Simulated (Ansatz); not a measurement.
# Ge (I4/mmm) in Ansatz: settings compared

The runs below take Ge through relaxation of cell and atoms, single point, with BLYP, PBE.

Everything below comes from runs of Ansatz 0.2.0. Logs are shortened: lines on timing, memory, paths and dates and some standing lists are left out, and cuts for length are marked.

### Step 1. Starting point

Symmetry: I4/mmm, No. 139, tetragonal system. The conventional cell has a = 3.217 Å, b = 3.217 Å, c = 3.746 Å, α = 90.00°, β = 90.00°, γ = 90.00°. Ge (site symmetry 4/mmm) is surrounded by 12 Ge at 2.95 to 3.22 Å.

The cell was built by a generator and needn't be a form met in nature.

### Step 2. Relaxation of cell and atoms, BLYP

input.yaml reads:

```yaml
crystal:
  lattice:
    - [-1.60842, 1.60842, 1.87318]
    - [1.60842, -1.60842, 1.87318]
    - [1.60842, 1.60842, -1.87318]
  atoms:
    - { symbol: Ge, position: [0.5, 0.5, 0.0] }
hamiltonian:
  xc: blyp
  pseudopotentials: { kind: paw }
kpoints:
  mp_grid: { grid: [12, 12, 12] }
scf:
  occupations: { method: fermi_dirac, width: 0.05 }
output:
  forces: true
  stress: true
  eigenvalues: true
relax:
  f_tol: 0.01
  max_steps: 40
  cell: { stress_tol: 0.05 }
```

Potentials or basis: Ansatz PAW.

The run is started by

```
> ansatz run input.yaml --threads 2 --pin off --max-ram 5632MiB --backend cpu --events-out ev --progress --plain --runs-dir out
```

Standard output:

```text
Warning: RAYON_NUM_THREADS=2 ignored (pool sized by the plan → 2); use --threads N
Engine: ansatz 0.2.0, aarch64-unknown-linux-gnu
Pseudopotentials: kind: paw
Pseudopotential: Ge, paw, valence charge 14, recommended cutoff 420 eV (normal), Ge.paw.azcp
Functional definition: BLYP
  parameter beta = 0.0042
  parameter a = 0.04918
  parameter b = 0.132
  parameter c = 0.2533
  parameter d = 0.349
  exchange = b88_x(beta = beta)
  correlation = lyp_c(a = a, b = b, c = c, d = d)
Crystal: 1 atoms, lattice volume = 19.384 Å³
Basis set: ecut = 420 eV, 363 PW (Γ), exchange–correlation on 40×40×40 points (8 copies of the dense FFT grid, shifted against one another)
Bands: 11, of which v1, the nominal top of the filled ones, is band 7 counted from 1 (6 counted from 0)
Symmetry: 16 space group operations
Space group: I4/mmm (ITA 139), of the structure as read, at distance tolerance 2.7e-5 Å
k-points: 163 of 1728
Non-local potential: Ge, projectors of the file, l = 0: 2, l = 1: 2, l = 2: 3, l = 3: 1
PAW form: soft (Blöchl's): semilocal exchange-correlation on the pseudo side does not see the compensation charge
PAW frozen core: Ge, regenerated for the run's functional, and the local potential with it (the file was generated under x = pbe(κ = 0.804, μ = 0.2195149727645171), c = pbe(β = 0.06672455060314922))
PAW one-centre angular grid: Ge, 590 points (default); XC on 64 Gauss nodes
Initial density: superposition of atomic densities (neutral atoms: chi_scale 0, normalization atom), corrected by the library's trained network
Initial wavefunctions: pseudopotential atomic-orbital guess
Functional: x = b88, c = lyp
SCF iter   1: F=—  HF=-4304.675665 eV  |F-HF|=—  |Δ(HF+E_count)|=         —  Δρ=9.44e-3  dr2=1.37e-2  ethr=1.77e-3  ⟨swp⟩=5.6  Hψ=10440  notcnv=0
preconditioner: auto → none  [metal: Δε(μ)=0.042 eV  Ē_g=27.103 eV  σ=0.050 eV  W_gap=0.21  n_scr=8 (ndim 8)  ℏωp=31.6 eV  f_vac=0.000  D(μ)=0.33/eV (n_scr^D=0)  sad-step TF]
SCF iter   2: F=—  HF=-4304.673138 eV  |F-HF|=—  |Δ(HF+E_count)|=   2.53e-3  Δρ=6.01e-3  dr2=6.07e-3  ethr=9.76e-5  ⟨swp⟩=1.0  Hψ=3098  notcnv=0
SCF iter   3: F=—  HF=-4304.671769 eV  |F-HF|=—  |Δ(HF+E_count)|=   1.37e-3  Δρ=8.24e-4  dr2=8.39e-5  ethr=4.34e-5  ⟨swp⟩=2.7  Hψ=2636  notcnv=0
SCF iter   4: F=—  HF=-4304.671791 eV  |F-HF|=—  |Δ(HF+E_count)|=   2.21e-5  Δρ=5.68e-4  dr2=3.48e-5  ethr=5.99e-7  ⟨swp⟩=2.0  Hψ=2902  notcnv=0
SCF iter   5: F=—  HF=-4304.671737 eV  |F-HF|=—  |Δ(HF+E_count)|=   5.37e-5  Δρ=9.75e-5  dr2=1.25e-6  ethr=2.49e-7  ⟨swp⟩=2.0  Hψ=2900  notcnv=0
SCF iter   6: F=-4304.671736 eV  HF=-4304.671736 eV  |F-HF|=2.72e-9  |Δ(HF+E_count)|=   9.37e-7  Δρ=5.31e-6  dr2=5.07e-9  ethr=7.14e-10  ⟨swp⟩=3.5  Hψ=7118  notcnv=0
SCF 1 converged in 6 iterations: F = -4304.671736 eV  dr2 = 5.07e-9
relax step   1: F+E_penalty+E_count = -4304.67173629 eV  Δ(F+E_penalty+E_count) = +0.000e0 eV  max|allowed force component| = 0.000e0 eV/Å  Δτ_max = 0.0000 Å  P = +7.141 GPa  Ω = 19.384 Å³  (6 SCF iters, dr2 threshold 1.00e-7 eV, accepted)
Crystal: 1 atoms, lattice volume = 22.161 Å³
Basis set: ecut = 420 eV, 427 PW (Γ), exchange–correlation on 40×40×40 points (8 copies of the dense FFT grid, shifted against one another)
Initial density: handed on by an earlier stage of this run
Initial wavefunctions: those handed on with the density
iter 1 solved again at ethr=3.26e-6 eV; its pass at ethr=3.10e-3 eV (dr2=4.57e-4 eV) is discarded
SCF iter   1: F=—  HF=-4304.717981 eV  |F-HF|=—  |Δ(HF+E_count)|=         —  Δρ=1.86e-3  dr2=4.93e-4  ethr=3.26e-6  ⟨swp⟩=2.0  Hψ=15233  notcnv=0
preconditioner: auto → none  [metal: Δε(μ)=0.087 eV  Ē_g=26.319 eV  σ=0.050 eV  W_gap=0.36  n_scr=8 (ndim 8)  ℏωp=29.5 eV  f_vac=0.000  D(μ)=0.31/eV (n_scr^D=0)]
SCF iter   2: F=—  HF=-4304.718259 eV  |F-HF|=—  |Δ(HF+E_count)|=   2.78e-4  Δρ=9.78e-4  dr2=1.31e-4  ethr=3.26e-6  ⟨swp⟩=2.1  Hψ=2089  notcnv=0
SCF iter   3: F=—  HF=-4304.718414 eV  |F-HF|=—  |Δ(HF+E_count)|=   1.56e-4  Δρ=1.61e-4  dr2=3.72e-6  ethr=9.39e-7  ⟨swp⟩=2.0  Hψ=2930  notcnv=0
SCF iter   4: F=—  HF=-4304.718417 eV  |F-HF|=—  |Δ(HF+E_count)|=   2.56e-6  Δρ=3.79e-5  dr2=1.89e-7  ethr=2.66e-8  ⟨swp⟩=2.0  Hψ=2930  notcnv=0
SCF iter   5: F=-4304.718417 eV  HF=-4304.718417 eV  |F-HF|=1.84e-9  |Δ(HF+E_count)|=   9.07e-8  Δρ=5.07e-6  dr2=2.38e-9  ethr=7.14e-10  ⟨swp⟩=5.0  Hψ=7959  notcnv=0
SCF 2 converged in 5 iterations: F = -4304.718417 eV  dr2 = 2.38e-9
relax step   2: F+E_penalty+E_count = -4304.71841668 eV  Δ(F+E_penalty+E_count) = -4.668e-2 eV  max|allowed force component| = 0.000e0 eV/Å  Δτ_max = 0.0000 Å  P = -0.915 GPa  Ω = 22.161 Å³  energy of the carried Pulay correction = -5.523e-4 eV  (5 SCF iters, dr2 threshold 1.00e-7 eV, accepted)
Crystal: 1 atoms, lattice volume = 21.815 Å³
iter 1 solved again at ethr=6.85e-8 eV; its pass at ethr=3.10e-3 eV (dr2=9.59e-6 eV) is discarded
SCF iter   1: F=—  HF=-4304.719994 eV  |F-HF|=—  |Δ(HF+E_count)|=         —  Δρ=2.14e-4  dr2=9.23e-6  ethr=6.85e-8  ⟨swp⟩=3.0  Hψ=14926  notcnv=0
preconditioner: auto → none  [metal: Δε(μ)=0.057 eV  Ē_g=26.367 eV  σ=0.050 eV  W_gap=0.27  n_scr=8 (ndim 8)  ℏωp=29.7 eV  f_vac=0.000  D(μ)=0.34/eV (n_scr^D=0)]
SCF iter   2: F=—  HF=-4304.720004 eV  |F-HF|=—  |Δ(HF+E_count)|=   1.06e-5  Δρ=1.10e-4  dr2=2.47e-6  ethr=6.59e-8  ⟨swp⟩=1.0  Hψ=1793  notcnv=0
[... 17 lines left out ...]
SCF 5 converged in 3 iterations: F = -4304.720131 eV  dr2 = 4.72e-9
relax step   5: F+E_penalty+E_count = -4304.72013051 eV  Δ(F+E_penalty+E_count) = -1.604e-5 eV  max|allowed force component| = 0.000e0 eV/Å  Δτ_max = 0.0000 Å  P = +0.027 GPa  Ω = 21.762 Å³  energy of the carried Pulay correction = -4.808e-4 eV  (3 SCF iters, dr2 threshold 2.96e-8 eV, accepted)
Basis set: ecut = 420 eV, 427 PW (Γ), exchange–correlation on 48×48×48 points (8 copies of the dense FFT grid, shifted against one another)
Initial wavefunctions: pseudopotential atomic-orbital guess (no wavefunctions were taken with the density)
iter 1 solved again at ethr=4.41e-7 eV; its pass at ethr=3.10e-3 eV (dr2=6.17e-5 eV) is discarded
SCF iter   1: F=—  HF=-4304.694625 eV  |F-HF|=—  |Δ(HF+E_count)|=         —  Δρ=2.68e-3  dr2=3.50e-5  ethr=4.41e-7  ⟨swp⟩=2.0  Hψ=14181  notcnv=0
preconditioner: auto → none  [metal: Δε(μ)=0.033 eV  Ē_g=26.379 eV  σ=0.050 eV  W_gap=0.16  n_scr=8 (ndim 8)  ℏωp=29.8 eV  f_vac=0.000  D(μ)=0.36/eV (n_scr^D=0)]
SCF iter   2: F=—  HF=-4304.713942 eV  |F-HF|=—  |Δ(HF+E_count)|=   1.93e-2  Δρ=1.34e-3  dr2=8.58e-6  ethr=2.50e-7  ⟨swp⟩=2.0  Hψ=2116  notcnv=0
SCF iter   3: F=—  HF=-4304.720755 eV  |F-HF|=—  |Δ(HF+E_count)|=   6.81e-3  Δρ=1.01e-4  dr2=4.62e-7  ethr=6.13e-8  ⟨swp⟩=2.0  Hψ=2700  notcnv=0
SCF iter   4: F=—  HF=-4304.720780 eV  |F-HF|=—  |Δ(HF+E_count)|=   2.48e-5  Δρ=1.23e-5  dr2=4.09e-9  ethr=3.30e-9  ⟨swp⟩=2.0  Hψ=2930  notcnv=0
SCF iter   5: F=—  HF=-4304.720781 eV  |F-HF|=—  |Δ(HF+E_count)|=   4.48e-7  Δρ=1.93e-6  dr2=3.67e-10  ethr=2.92e-11  ⟨swp⟩=2.0  Hψ=2948  notcnv=0
SCF iter   6: F=-4304.720781 eV  HF=-4304.720781 eV  |F-HF|=3.64e-12  |Δ(HF+E_count)|=   2.76e-9  Δρ=6.97e-8  dr2=7.24e-13  ethr=1.00e-12  ⟨swp⟩=4.0  Hψ=7158  notcnv=0
SCF 6 converged in 6 iterations: F = -4304.720781 eV  dr2 = 7.24e-13
relax step   6: F+E_penalty+E_count = -4304.72078059 eV  Δ(F+E_penalty+E_count) = -6.501e-4 eV  max|allowed force component| = 0.000e0 eV/Å  Δτ_max = 0.0000 Å  P = +0.070 GPa  Ω = 21.762 Å³  stress off target by 1.17e-1 GPa  SCF on the basis re-selected at this cell (its energy is not comparable with the rows above)  (6 SCF iters)
basis re-selected at this cell: Δ(F+E_penalty+E_count) = -6.501e-4 eV, ΔP = +0.043 GPa vs the last step (what re-selecting the basis moved, of the pressure what is left beyond the Pulay correction that the steps carried, after the strain that the cell walked since its last selection, with what the two solves' SCF thresholds leave and, on support functions, any second-order correction that the steps lacked; it is no measure of the basis error at this ecutwfc). The dense FFT grid was sized anew with the basis: this SCF ran on 24×24×24 points, the steps before it on 20×20×20, so part of this shift can come from that change (see relax.cell in the input reference). This SCF's stress stands 1.17e-1 GPa from its target on what of the cell is left free (relax.cell.stress_tol is 5.00e-2 GPa) and its largest allowed force component is 0.00e0 eV/Å (relax.f_tol is 1.00e-2 eV/Å): not within both, so this SCF does not close the relaxation
Crystal: 1 atoms, lattice volume = 21.792 Å³
iter 1 solved again at ethr=2.01e-9 eV; its pass at ethr=3.10e-3 eV (dr2=2.81e-7 eV) is discarded
SCF iter   1: F=—  HF=-4304.720791 eV  |F-HF|=—  |Δ(HF+E_count)|=         —  Δρ=3.89e-5  dr2=2.72e-7  ethr=2.01e-9  ⟨swp⟩=3.3  Hψ=14240  notcnv=0
preconditioner: auto → none  [metal: Δε(μ)=0.051 eV  Ē_g=26.367 eV  σ=0.050 eV  W_gap=0.25  n_scr=8 (ndim 8)  ℏωp=29.8 eV  f_vac=0.000  D(μ)=0.37/eV (n_scr^D=0)]
SCF iter   2: F=—  HF=-4304.720791 eV  |F-HF|=—  |Δ(HF+E_count)|=   5.44e-7  Δρ=2.04e-5  dr2=6.72e-8  ethr=1.94e-9  ⟨swp⟩=1.7  Hψ=1999  notcnv=0
SCF iter   3: F=-4304.720791 eV  HF=-4304.720791 eV  |F-HF|=6.87e-9  |Δ(HF+E_count)|=   5.56e-8  Δρ=4.10e-6  dr2=2.26e-9  ethr=2.46e-10  ⟨swp⟩=4.0  Hψ=5153  notcnv=0
SCF 7 converged in 3 iterations: F = -4304.720791 eV  dr2 = 2.26e-9
relax step   7: F+E_penalty+E_count = -4304.72079098 eV  Δ(F+E_penalty+E_count) = -1.039e-5 eV  max|allowed force component| = 0.000e0 eV/Å  Δτ_max = 0.0000 Å  P = +0.014 GPa  Ω = 21.792 Å³  energy of the carried Pulay correction = -5.124e-6 eV  (3 SCF iters, dr2 threshold 3.44e-8 eV, accepted)
iter 1 solved again at ethr=1.66e-7 eV; its pass at ethr=3.10e-3 eV (dr2=2.33e-5 eV) is discarded
SCF iter   1: F=—  HF=-4304.720798 eV  |F-HF|=—  |Δ(HF+E_count)|=         —  Δρ=4.36e-6  dr2=2.38e-9  ethr=1.66e-7  ⟨swp⟩=2.4  Hψ=14461  notcnv=0
eigensolver tolerance schedule: the retry pair's looser diagonalisation over-reported the residual by 9808.42 of it (diagonalisation noise at 1.11 of the residual, at the tolerance the schedule requests for it); recorded, not acted on — ethr = c·dr2/N_el stays at c = 1.0e-1
SCF iter   2: F=—  HF=-4304.720797 eV  |F-HF|=—  |Δ(HF+E_count)|=   1.73e-6  Δρ=1.36e-6  dr2=2.23e-10  ethr=1.70e-11  ⟨swp⟩=2.4  Hψ=3024  notcnv=0
SCF iter   3: F=—  HF=-4304.720797 eV  |F-HF|=—  |Δ(HF+E_count)|=  3.14e-10  Δρ=7.29e-7  dr2=6.76e-11  ethr=1.60e-12  ⟨swp⟩=2.0  Hψ=2087  notcnv=0
SCF iter   4: F=-4304.720797 eV  HF=-4304.720797 eV  |F-HF|=0.00e0  |Δ(HF+E_count)|=  1.38e-10  Δρ=3.46e-8  dr2=1.60e-13  ethr=1.00e-12  ⟨swp⟩=3.1  Hψ=6862  notcnv=0
SCF 8 converged in 4 iterations: F = -4304.720797 eV  dr2 = 1.60e-13
relax step   8: F+E_penalty+E_count = -4304.72079673 eV  Δ(F+E_penalty+E_count) = -5.748e-6 eV  max|allowed force component| = 0.000e0 eV/Å  Δτ_max = 0.0000 Å  P = +0.013 GPa  Ω = 21.792 Å³  stress off target by 1.58e-2 GPa  SCF on the basis re-selected at this cell (its energy is not comparable with the rows above)  (4 SCF iters)
basis re-selected at this cell: Δ(F+E_penalty+E_count) = -5.748e-6 eV, ΔP = -0.000 GPa vs the last step (what re-selecting the basis moved, of the pressure what is left beyond the Pulay correction that the steps carried, after the strain that the cell walked since its last selection, with what the two solves' SCF thresholds leave and, on support functions, any second-order correction that the steps lacked; it is no measure of the basis error at this ecutwfc). This SCF's stress stands 1.58e-2 GPa from its target on what of the cell is left free (relax.cell.stress_tol is 5.00e-2 GPa) and its largest allowed force component is 0.00e0 eV/Å (relax.f_tol is 1.00e-2 eV/Å): within both
SCF converged after 4 iterations
Free energy (F): -4304.720797 eV
Harris-Foulkes:  -4304.720797 eV  (|F-HF|=0.00e0)
Internal energy: -4304.717759 eV  (E = F + TS)
E sigma→0 (E₀):  -4304.719278 eV
Entropy (-TS):   -0.003038 eV (-3.038 meV/atom)
Fermi energy:    9.566491 eV
--- Per-component energies (eV) ---
  E_band       = -134.545894
  E_kinetic    = 109.583197
  E_local      = -2240.368263  (includes V_loc(G=0)·N_el)
  E_nonlocal   = 409.550386
  E_hartree    = 975.984353
  E_xc         = -73.934340
  E_vxc        = -61.944798  (∫ρ·V_xc dr)
  E_paw        = -2026.566547  (= ΣΔE_a)
  E_vpaw       = -303.335445  (= ΣTr[D̂ρ^β])
  E_aug_tail   = 0.000300  (compensation charges beyond the density's cutoff)
  E_ewald      = -1459.077514
  E_core_change = 0.110668  (= ΣΔE_core)
  E_smearing   = -0.003038  (= −TS)
  E_closure    = 0.000000  (closes the sum)
  Σ components = -4304.720797   (vs F -4304.720797, Δ=0.00e0)
--- Forces (eV/Å), atoms counted from 1 ---
  atom   1  Ge    -0.00000000     0.00000000     0.00000000
  max |Σ_I F_I| component: 2.62e-28 eV/Å
--- Stress (GPa, compression-positive) ---
        0.012173      -0.000000      -0.000000
       -0.000000       0.012173       0.000000
       -0.000000       0.000000       0.015806
  P = ⅓ Tr σ = 0.0134 GPa (0.134 kbar)
--- Band table (eV; the first three rows and the last of 163) ---
  k-point 0: bands = ["-15.2744", "-15.2744", "-15.2606", "-15.2416", "-15.2127", "-2.5487", "16.8109", "17.0081", "17.0081", "22.6404", "22.6404"]
  k-point 1: bands = ["-15.2761", "-15.2683", "-15.2602", "-15.2399", "-15.2134", "-2.3677", "16.1635", "16.1786", "16.6212", "21.5012", "23.5752"]
  k-point 2: bands = ["-15.2809", "-15.2601", "-15.2516", "-15.2353", "-15.2144", "-1.8265", "14.1805", "14.9603", "15.7604", "20.0200", "20.9582"]
  k-point 162: bands = ["-15.2923", "-15.2736", "-15.2068", "-15.1894", "-15.1894", "4.9985", "7.2442", "10.3764", "10.3764", "14.4978", "15.2771"]
--- Relaxed structure (6 steps of the walk, 6 accepted, 2 SCFs on fresh bases) ---
  F+E_penalty+E_count = -4304.72079673 eV   max|allowed force component| = 0.000e0 eV/Å   (the final SCF, on the basis selected at the relaxed cell)
  cell:  # Å, volume = 21.7917 Å³
    - [-1.6602134591182762, 1.6602134591182762, 1.9765298168487093]
    - [1.6602134591182762, -1.6602134591182762, 1.9765298168487093]
    - [1.6602134591182762, 1.6602134591182762, -1.9765298168487093]
  atoms:
    - { symbol: Ge, position: [0.5000000000000001, 0.5000000000000001, 4.954684626974062e-34] }
```

Wall time 8 s (2 threads of Arm Neoverse V2, shared host); peak memory 0.33 GiB.

Results:

```yaml
Free_energy: -4304.7208 eV
Relaxed_volume: 21.79 Å³/atom
Relaxed_cell: a = 3.069 Å, b = 3.069 Å, c = 3.069 Å, α = 114.50°, β = 114.50°, γ = 99.82°
Space_group_after_relaxing_to_0.05_Å: I4/mmm (No. 139)
Energy_gained_by_relaxing: 49.1 meV/atom
Ionic_steps: 8
Pressure_after_relaxing: 0.0 GPa
Band_gap_on_the_k_mesh: none (metal or under the smearing width)
```

Step by step:
```
step  energy change (eV)  largest force (eV/Å)  volume (Å³)
   1              0.0000                0.0000        19.38
   2             -0.0467                0.0000        22.16
   3             -0.0483                0.0000        21.82
   4             -0.0484                0.0000        21.76
   5             -0.0484                0.0000        21.76
   6             -0.0490                0.0000        21.76
   7             -0.0491                0.0000        21.79
   8             -0.0491                0.0000        21.79
```

Final structure:
```
Ge
1.0
    -1.66021    1.66021    1.97653
     1.66021   -1.66021    1.97653
     1.66021    1.66021   -1.97653
Ge
1
Direct
  0.50000 0.50000 0.00000
```

Caveat: the plane-wave basis is chosen anew once the cell has moved, so the energies of steps on either side of that aren't comparable; the PAW data sets come from PBE, with cores solved anew for the run's functional, which leaves a small shift of forces and pressure.

### Step 3. Single point, PBE

input.yaml reads:

```yaml
crystal:
  lattice:
    - [-1.60842, 1.60842, 1.87318]
    - [1.60842, -1.60842, 1.87318]
    - [1.60842, 1.60842, -1.87318]
  atoms:
    - { symbol: Ge, position: [0.5, 0.5, 0.0] }
hamiltonian:
  xc: pbe
  pseudopotentials: { kind: paw }
kpoints:
  mp_grid: { grid: [12, 12, 12] }
scf:
  occupations: { method: gaussian, width: 0.012 }
output:
  forces: true
  stress: true
  eigenvalues: true
```

Potentials or basis: Ansatz PAW.

The run is started by

```
> ansatz run input.yaml --threads 2 --pin off --max-ram 5632MiB --backend cpu --events-out ev --progress --plain --runs-dir out
```

It took 0.9 s on 2 threads of Arm Neoverse V2, shared host; peak memory 0.29 GiB.

The run converged. Its results:

```yaml
Free_energy: -4294.6496 eV
Pressure: 0.9 GPa
Band_gap_on_the_k_mesh: none (metal or under the smearing width)
```

Stress tensor (GPa, compression positive):
```
0.53 0.00 0.00
0.00 0.53 0.00
0.00 0.00 1.50
```

Levels at points of the mesh, in eV from the Fermi level:
```csv
k point,band 3,band 4,band 5,band 6,band 7,band 8,band 9,band 10,band 11
"(0.00, 0.00, 0.00)",-24.79,-24.76,-24.72,-13.03,8.51,8.82,8.82,13.74,13.74
"(0.00, 0.00, -0.50)",-24.73,-24.72,-24.68,-6.74,-4.86,3.09,4.58,7.66,7.80
"(0.00, -0.50, 0.00)",-24.76,-24.72,-24.69,-7.80,-5.40,5.04,7.27,10.22,10.61
"(-0.50, -0.50, -0.50)",-24.71,-24.69,-24.69,-3.62,-2.48,0.69,0.69,4.41,5.19
```
